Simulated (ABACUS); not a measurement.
A run of ABACUS 3.10.1 is set up as follows.

Contents of INPUT:

```
INPUT_PARAMETERS
suffix              NiSb
calculation         scf
basis_type          lcao
pseudo_dir          ./
orbital_dir         ./
symmetry            1
dft_functional      pbe
ecutwfc             100
pseudo_rcut         10
nspin               2
nbands              41
ks_solver           genelpa
smearing_method     fd
smearing_sigma      0.00367493
scf_thr             1e-07
scf_nmax            100
mixing_type         broyden
mixing_beta         0.4
cal_force           1
cal_stress          1
out_mul             1
```

The input STRU:

```
ATOMIC_SPECIES
Ni 58.6934 Ni.upf
Sb 121.7600 Sb.upf

NUMERICAL_ORBITAL
Ni_confined-atom_7au_4s3p3d1f.orb
Sb_confined-atom_8au_3s3p3d1f.orb

LATTICE_CONSTANT
1.8897261246

LATTICE_VECTORS
3.5796771200 -0.1509318500 0.0483601300
-1.9205493700 3.2655748800 -0.0979597800
0.0630891000 -0.1111407300 5.9445303900

ATOMIC_POSITIONS
Direct

Ni
0.0
2
0.9995106500 0.0054809100 0.9983956600 1 1 1 mag 1
0.0021266800 0.9987806100 0.4986863000 1 1 1 mag 1

Sb
0.0
2
0.3285682300 0.6612251800 0.2517614400 1 1 1 mag 0
0.6697944400 0.3345133000 0.7511566000 1 1 1 mag 0
```

File KPT:

```
K_POINTS
0
Gamma
9 8 5 0 0 0
```

Potentials or basis: PseudoDojo NC SR 0.4.1 PBE standard, TZDP LCAO (the cutoffs set its grid).

Command:

```sh
$ OMP_NUM_THREADS=1 mpirun -np 4 abacus > log
```

(1) Estimate the Mulliken charges.

(2) Estimate the pressure.

## Answers

(1) Ni +0.27; Sb -0.27 e.

(2) 10.2 GPa.

Caveat: the atomic orbitals were generated for these runs and aren't a published set; the basis of atomic orbitals isn't converged, which shifts pressures, moduli and gaps.
